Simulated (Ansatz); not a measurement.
## LiH (rocksalt): gap against strain (isotropic on every length)

Rocksalt LiH, relaxed with r2SCAN in Ansatz, then strained (isotropic on every length; changes of length per length, axes as in the cell below) with the atoms relaxed again within the symmetry that is left. Space group Fm-3m (No. 225), cubic; conventional cell a = 4.006 Å, 8.04 Å³ an atom. Li has 6 H at 2.00 Å; H has 6 Li at 2.00 Å. The values are computed, spin-unpolarised, and not measurements.

```yaml
crystal:
  lattice:
    - [0.00000, 2.00299, 2.00299]
    - [2.00299, 0.00000, 2.00299]
    - [2.00299, 2.00299, 0.00000]
  atoms:
    - { symbol: Li, position: [0.00000, 0.00000, 0.00000] }
    - { symbol: H, position: [0.50000, 0.50000, 0.50000] }
```

Gaps are the least over each mesh (PBE 10×10×10, r2SCAN 10×10×10, HSE06 8×8×8 when unstrained) and the special points, which keep their unstrained names; stress is the change from the unstrained cell, compression positive.

```tsv
strain (%)	gap, PBE (eV)	gap, r2SCAN (eV)	gap, HSE06 (eV)	edges, HSE06	mean stress, r2SCAN (GPa)	energy rise, r2SCAN (meV/atom)
-5.0	2.846	3.512	3.855	X	+7.18	22.9
-3.11	2.905	3.563	3.905	X	+4.01	8.4
0.0	2.984	3.630	3.971	X	0.00	0.0
+2.17	3.029	3.667	4.006	X	-2.09	3.7
+3.0	3.043	3.679	4.017	X	-2.76	6.9
```

Between zero and the nearest strains the slope of the HSE06 gap against strain is +0.021 eV per percent for negative and +0.016 for positive strain.

The meshes of the hybrids are coarse, so their gaps aren't converged to the digits shown.
